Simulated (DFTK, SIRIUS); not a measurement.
Given: the input of a run of SIRIUS 7.10.0 on Si. 

sirius.json

```json
{
  "control": {
    "processing_unit": "cpu",
    "verbosity": 2,
    "num_bands_to_print": 10,
    "print_forces": true,
    "print_stress": true
  },
  "parameters": {
    "electronic_structure_method": "pseudopotential",
    "xc_functionals": ["XC_GGA_X_PBE_SOL", "XC_GGA_C_PBE_SOL"],
    "gk_cutoff": 6.0,
    "pw_cutoff": 12.0,
    "ngridk": [8, 8, 8],
    "shiftk": [0, 0, 0],
    "smearing": "fermi_dirac",
    "smearing_width": 0.0018374661,
    "num_bands": 10,
    "num_mag_dims": 0,
    "num_dft_iter": 100,
    "energy_tol": 1e-08,
    "density_tol": 1e-06
  },
  "iterative_solver": {
    "type": "davidson",
    "min_tolerance": 1e-09,
    "tolerance_scale": [0.1, 0.25]
  },
  "mixer": {
    "type": "anderson",
    "beta": 0.7,
    "max_history": 8
  },
  "settings": {
    "tol_ne": 1e-10,
    "pseudo_grid_cutoff": 6.5
  },
  "unit_cell": {
    "lattice_vectors": [
      [0.0, 5.143553294473, 5.143553294473],
      [5.143553294473, 0.0, 5.143553294473],
      [5.143553294473, 5.143553294473, 0.0]
    ],
    "atom_coordinate_units": "lattice",
    "atom_types": ["Si"],
    "atom_files": {
      "Si": "Si.json"
    },
    "atoms": {
      "Si": [
        [0.5, 0.5, 0.5],
        [0.75, 0.75, 0.75]
      ]
    }
  }
}
```

Potentials or basis: PseudoDojo 0.4.1 PBEsol standard (scalar relativistic).

The run is started by

```console
$ upf_to_json Si.upf
$ OMP_NUM_THREADS=1 sirius.scf --input=sirius.json --output=out.json --task=0
```

Q: Translate it to DFTK 0.8.2. Potentials or basis there: PseudoDojo SR PBEsol 0.4.1 standard (PBEsol), cutoff 653 eV.

A: As run (cutoffs and basis follow the program's own potentials, and thresholds, step limits or extra output files can differ):

Contents of run.jl:

```julia
using DFTK
using PseudoPotentialData
using Unitful, UnitfulAtomic
using LinearAlgebra, Printf
include("save.jl")
disable_threading()

# lattice vectors are the columns
lattice = austrip(1u"Å") * [           0.0   2.7218511865   2.7218511865;
             2.7218511865            0.0   2.7218511865;
             2.7218511865   2.7218511865            0.0]
symbols   = [:Si, :Si]
positions = [[0.5, 0.5, 0.5],
             [0.75, 0.75, 0.75]]
pseudopotentials = PseudoFamily("dojo.nc.sr.pbesol.v0_4_1.standard.upf")
elements = Dict(s => ElementPsp(s, pseudopotentials) for s in unique(symbols))
atoms    = [elements[s] for s in symbols]

build_model(lattice, positions; symmetries=true) =
    model_DFT(lattice, atoms, positions;
              functionals=PBEsol(),
              temperature=austrip(0.05u"eV"),
              smearing=Smearing.FermiDirac(),
              symmetries)
Ecut  = 24.0  # hartree
kgrid = [8, 8, 8]
tol   = 1e-6
to_GPa = ustrip(uconvert(u"GPa", 1u"hartree/bohr^3"))

model = build_model(lattice, positions)
basis = PlaneWaveBasis(model; Ecut, kgrid)
display(basis)
scfres = self_consistent_field(basis;
                               tol,
                               nbandsalg=AdaptiveBands(model; n_bands_converge=9))
display(scfres.energies)
@printf "Fermi level: %.6f eV\n" ustrip(auconvert(u"eV", something(scfres.εF, NaN)))
forces = compute_forces_cart(scfres)
println("Forces (eV/Å)")
for (s, f) in zip(symbols, forces)
    @printf "%-3s %12.6f %12.6f %12.6f\n" s ustrip.(auconvert.(u"eV/Å", f))...
end
stress = compute_stresses_cart(scfres)
println("Stress (GPa)")
display(round.(stress * to_GPa; digits=4))
println("Levels at the first k-point (eV): ", round.(ustrip.(auconvert.(u"eV", scfres.eigenvalues[1][1:scfres.n_bands_converge])); digits=4))
save_scf!(scfres; forces, stress)
```

Potentials or basis: dojo.nc.sr.pbesol.v0_4_1.standard.upf (PBEsol).

Run with:

```bash
$ julia --threads=1 run.jl  # save.jl only writes the numbers to a file and isn't shown; printed stress counts tension as positive; times include loading and compiling
```

Both were run:

|  | SIRIUS | DFTK |
| --- | --- | --- |
| Pressure | -0.6 GPa | -0.6 GPa |

Pressure is positive in compression.
